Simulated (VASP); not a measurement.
# LiCl: input slips in a relaxation and what they do, part 2 of 2

Some relaxations of LiCl get a fault in the input on purpose. Which of them show, and how? The starting structure is a measured crystal structure from the Crystallography Open Database. The first relaxation on each setting starts from this cell expanded by 3 % in volume.

VASP 6.6.1.

Results so far: reference 16.20 Å³ an atom; the cell held fixed (ISIF = 2) 17.51 Å³ an atom.

## (4) Relaxation with a k mesh far too coarse (continued)

Level of this step: PBEsol; plane waves and PAW (Cl, Li_sv) (VASP).

Parts of OUTCAR (step 4):

```text
  Total        0.0036755      0.0036755      0.0036755     -0.0000000      0.0000000     -0.0000000
  in kB        0.1549938      0.1549938      0.1549938     -0.0000000      0.0000000     -0.0000000
  external PRESSURE =       0.1549938 kB  Pullay stress =       0.0000000 kB

 POSITION                                       TOTAL-FORCE (eV/Angst)
 -----------------------------------------------------------------------------------
      2.66826      2.66826      2.66826         0.000000      0.000000      0.000000
      0.00000      0.00000      0.00000        -0.000000     -0.000000     -0.000000
 -----------------------------------------------------------------------------------
    total drift:                               -0.000000     -0.000000      0.000000

  FREE ENERGIE OF THE ION-ELECTRON SYSTEM (eV)
  ---------------------------------------------------
  free  energy   TOTEN  =        -7.1200344280 eV

  energy  without entropy=       -7.1200344280  energy(sigma->0) =       -7.12003443

[... 1 part as in an earlier step ...]

[... 3 further parts left out ...]
[key lines of the parts left out:]
E-fermi :   0.1656
```

With a k mesh far too coarse the cell ends at 18.997 Å³ an atom, +17.29 % from the reference.

## (5) Relaxation with a functional's name that the tag doesn't take

A slip made on purpose: a functional's name that the tag doesn't take. Against step 2 the input has GGA = PBESOL (also changed: NELM).

Contents of INCAR:

```
SYSTEM = LiCl
PREC = Accurate
ENCUT = 650
EDIFF = 1E-06
NELM = 60
ISMEAR = 0
SIGMA = 0.03
LREAL = .FALSE.
ALGO = Normal
GGA = PBESOL
NBANDS = 11
LORBIT = 11
LWAVE = .FALSE.
LCHARG = .FALSE.
KPAR = 4
IBRION = 2
NSW = 50
ISIF = 3
EDIFFG = -0.006
```

Contents of POSCAR:

```
LiCl
1.0
    0.0000000000      2.5969620520      2.5969620520
    2.5969620520      0.0000000000      2.5969620520
    2.5969620520      2.5969620520      0.0000000000
Cl Li
1 1
Direct
    0.5000000000      0.5000000000      0.5000000000
    0.0000000000      0.0000000000      0.0000000000
```

Contents of KPOINTS:

```
Automatic mesh
0
Gamma
8 8 8
0 0 0
```

The projector-augmented-wave data sets are Cl and Li_sv (PBE family, release 64).

The run is started by

```sh
$ mpirun -np 4 vasp_std
```

The log of the run:

```text
[banner, memory and clock lines left out]
running    4 mpi-ranks, on    1 nodes
[...]
|                                                                             |
|     EEEEEEE  RRRRRR   RRRRRR   OOOOOOO  RRRRRR      ###     ###     ###     |
|     E        R     R  R     R  O     O  R     R     ###     ###     ###     |
|     E        R     R  R     R  O     O  R     R     ###     ###     ###     |
|     EEEEE    RRRRRR   RRRRRR   O     O  RRRRRR       #       #       #      |
|     E        R   R    R   R    O     O  R   R                               |
|     E        R    R   R    R   O     O  R    R      ###     ###     ###     |
|     EEEEEEE  R     R  R     R  OOOOOOO  R     R     ###     ###     ###     |
|                                                                             |
|     Error: One of the selected functionals does not exist.                  |
|                                                                             |
|       ---->  I REFUSE TO CONTINUE WITH THIS SICK JOB ... BYE!!! <----       |
|                                                                             |

1
1
1
1
```

Run time: 3.6 s. Hardware: 4 MPI ranks of Intel Xeon 6975P-C (Granite Rapids), shared host.

VASP stopped with this message: “Error: One of the selected functionals does not exist”.

## (6) Relaxation with an ionic step far too long

A slip made on purpose: an ionic step far too long. Against step 2 the input has IBRION = 1 and POTIM = 2 (also changed: NELM and NSW).

INCAR, as its differences from that of step 5:

```diff
@@ -9,3 +9,3 @@
 ALGO = Normal
-GGA = PBESOL
+GGA = PS
 NBANDS = 11
@@ -15,5 +15,6 @@
 KPAR = 4
-IBRION = 2
-NSW = 50
+IBRION = 1
+NSW = 30
 ISIF = 3
 EDIFFG = -0.006
+POTIM = 2
```

POSCAR is that of step 5.

KPOINTS is that of step 5.

The run is started by

```sh
$ mpirun -np 4 vasp_std
```

The log of the run:

```text
[... set-up lines as in an earlier step ...]
 entering main loop
       N       E                     dE             d eps       ncg     rms          rms(c)
[... 11 cycles as in an earlier step ...]
   1 F= -.76201362E+01 E0= -.76201362E+01  d E =-.762014E+01
[...]
2 F= -.76201842E+01 E0= -.76201842E+01  d E =-.479588E-04
[...]
3 F= -.76405192E+01 E0= -.76405192E+01  d E =-.203350E-01
[...]
4 F= -.76406408E+01 E0= -.76406408E+01  d E =-.121571E-03
 BRION: g(F)=  0.194E-59 g(S)=  0.148E-05 retain N=  1 mean eig= 0.48
 eig:   0.475
 reached required accuracy - stopping structural energy minimisation
```

It took 6.2 s on 4 MPI ranks; peak memory 0.69 GiB.

Parts of OUTCAR (step 6):

```text
  Total       -0.0022642     -0.0022642     -0.0022642      0.0000000     -0.0000000     -0.0000000
  in kB       -0.1119215     -0.1119215     -0.1119215      0.0000000     -0.0000000     -0.0000000
  external PRESSURE =      -0.1119215 kB  Pullay stress =       0.0000000 kB

 POSITION                                       TOTAL-FORCE (eV/Angst)
 -----------------------------------------------------------------------------------
      2.53063      2.53063      2.53063        -0.000000      0.000000      0.000000
      0.00000      0.00000      0.00000         0.000000      0.000000     -0.000000
 -----------------------------------------------------------------------------------
    total drift:                               -0.000000     -0.000000      0.000000

  FREE ENERGIE OF THE ION-ELECTRON SYSTEM (eV)
  ---------------------------------------------------
  free  energy   TOTEN  =        -7.6406407665 eV

  energy  without entropy=       -7.6406407665  energy(sigma->0) =       -7.64064077

[... 2 parts as in an earlier step ...]

[... 2 further parts left out ...]
[key lines of the parts left out:]
E-fermi :   1.1433
```

With an ionic step far too long the cell ends at 16.206 Å³ an atom, +0.06 % from the reference.

## (7) All runs side by side

| run | ended | volume (Å³/atom) | change (%) | pressure left (GPa) | core minutes |
| --- | --- | --- | --- | --- | --- |
| reference | converged | 16.197 | - | 0.0 | 0.667 |
| the cell held fixed (ISIF = 2) | converged | 17.514 | 8.13 | -2.33 | 0.173 |
| a k mesh far too coarse | converged | 18.997 | 17.29 | 0.02 | 0.107 |
| a functional's name that the tag doesn't take | stopped by VASP | - | - | - | 0.24 |
| an ionic step far too long | converged | 16.206 | 0.06 | -0.01 | 0.413 |

Core minutes are wall time times ranks, summed over the relaxations behind a row (those for a bulk modulus apart), on shared hosts.

## (8) What came out

* volume of the reference: 16.20 Å³/atom
* volume against the reference, the cell held fixed (ISIF = 2): +8.13 %
* volume against the reference, a k mesh far too coarse: +17.29 %
* volume against the reference, an ionic step far too long: +0.06 %
* run with a functional's name that the tag doesn't take: stopped by VASP

VASP stopped by itself in the run with a functional's name that the tag doesn't take. Finished, but with signs in the output that stand out against the reference: the cell held fixed (ISIF = 2), with the volume kept at the input's, +8.1 % from the reference (signs: a stress of up to 2.3 GPa); a k mesh far too coarse, with the volume changed by +17.3 % (signs: 2.7 GPa at the first ionic step (of the first relaxations, not shown; reference: -2.3 GPa)). Little came of an ionic step far too long in this material. The reference was restarted once and the runs with a slip weren't, so their cells may not have settled fully. Further runs on this material are not shown.

[Lines on the potential files, build, host, timing and source positions are cut from VASP's logs without a mark.]

[Logs are printed without paths, hosts, clocks, repeated set-up lines and the standing remarks that a program may print on its own settings, such as how far it seeks lower states.]

[Hosts, paths, dates, database ids (printed as entryN), source tags and the programs' standing remarks are cut or masked in the printed files.]
